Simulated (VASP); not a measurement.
## C: relaxation of cell and atoms with PBE+TS

The system is C.

```
CELL_PARAMETERS angstrom
2.52210 0.00000 0.00000
-1.26105 2.18420 0.00000
0.00000 0.00000 8.23710
ATOMIC_POSITIONS crystal
C 0.66667 0.33333 0.84375
C 0.33333 0.66667 0.34375
C 0.66667 0.33333 0.65625
C 0.33333 0.66667 0.15625
C 0.00000 0.00000 0.90625
C 0.00000 0.00000 0.40625
C 0.00000 0.00000 0.59375
C 0.00000 0.00000 0.09375
```

This is a hexagonal form of diamond, not graphite.

```json
{"Program": "VASP 6.6.1", "Task": "relaxation of cell and atoms", "Functional": "PBE", "Dispersion": "TS", "Potentials or basis": "VASP PAW PBE potentials, release 64 (C)", "Cutoff": "600 eV", "k mesh": "12 × 12 × 4", "Occupations": "fermi-dirac, width 0.05 eV", "Spin": "no spin polarisation", "Further INCAR settings": "ALGO = Normal; EDIFF = 1e-06; IBRION = 2; EDIFFG = -0.01; NSW = 60; ISIF = 3"}
```

| Property | Result |
| --- | --- |
| Relaxed volume | 5.61 Å³/atom |
| Relaxed cell | a = 2.504 Å, b = 2.504 Å, c = 8.259 Å, α = 90.00°, β = 90.00°, γ = 120.00° |
| Space group after relaxing (to 0.05 Å) | P6_3/mmc (No. 194) |
| Energy gained by relaxing | 3.3 meV/atom |
| Ionic steps | 6 |
| Pressure after relaxing | 0.0 GPa |
| Largest force after relaxing | 0.009 eV/Å |
| Band gap on the k mesh | 4.57 eV, indirect (least direct gap 5.32 eV) |
| Dispersion energy per atom | -0.208 eV |

Forces on the atoms (eV/Å):
```
C    0.000  0.000 -0.007
C    0.000  0.000 -0.007
C    0.000  0.000  0.007
C    0.000  0.000  0.007
C    0.000  0.000 -0.009
C    0.000  0.000 -0.009
C    0.000  0.000  0.009
C    0.000  0.000  0.009
```

Stress tensor (GPa, compression positive):
```
-0.03  0.00  0.00
 0.00 -0.03  0.00
 0.00  0.00  0.08
```

The path:
```csv
step,energy change (eV),largest force (eV/Å),pressure (GPa),volume (Å³)
1,0.0000,0.3351,-4.85,45.38
2,0.0200,0.5003,6.48,44.25
3,-0.0265,0.0502,-0.32,44.89
4,-0.0265,0.0576,-0.23,44.88
5,-0.0264,0.0626,0.34,44.83
6,-0.0267,0.0095,0.01,44.86
```

Final structure:
```xyz
8
Lattice="2.5044 0.0000 0.0000 -1.2522 2.1688 0.0000 0.0000 0.0000 8.2592" Properties=species:S:1:pos:R:3 pbc="T T T"
C     1.2522    0.7229    6.9745
C     0.0000    1.4459    2.8449
C     1.2522    0.7229    5.4143
C     0.0000    1.4459    1.2847
C     1.2522    2.1688    7.4916
C     2.5044    0.0000    3.3620
C    -1.2522    2.1688    4.8972
C     0.0000    0.0000    0.7676
```

Levels at points of the mesh, in eV from the valence-band top:
```tsv
k point	band 12	band 13	band 14	band 15	band 16	band 17	band 18	band 19	band 20	band 21
(0.00, 0.00, 0.00)	-1.75	-1.75	-0.24	0.00	0.00	5.32	5.32	5.51	7.16	7.16
(0.50, 0.00, 0.00)	-5.08	-4.99	-4.73	-3.72	-3.00	4.63	5.62	6.03	6.06	6.73
(0.00, 0.00, 0.50)	-2.66	-0.66	-0.66	-0.66	-0.66	6.10	6.10	6.10	6.10	6.76
(0.50, 0.00, 0.50)	-6.07	-4.78	-4.78	-3.70	-3.70	4.98	4.98	7.03	7.03	7.63
```

It took 2.7 min on 1 thread of Intel(R) Xeon(R) Platinum 8375C CPU @ 2.90GHz (Ice Lake), with other jobs on the host, peak memory 0.19 GiB.

A k mesh can miss the band edges. As with any semilocal functional, this PBE gap is likely too small.
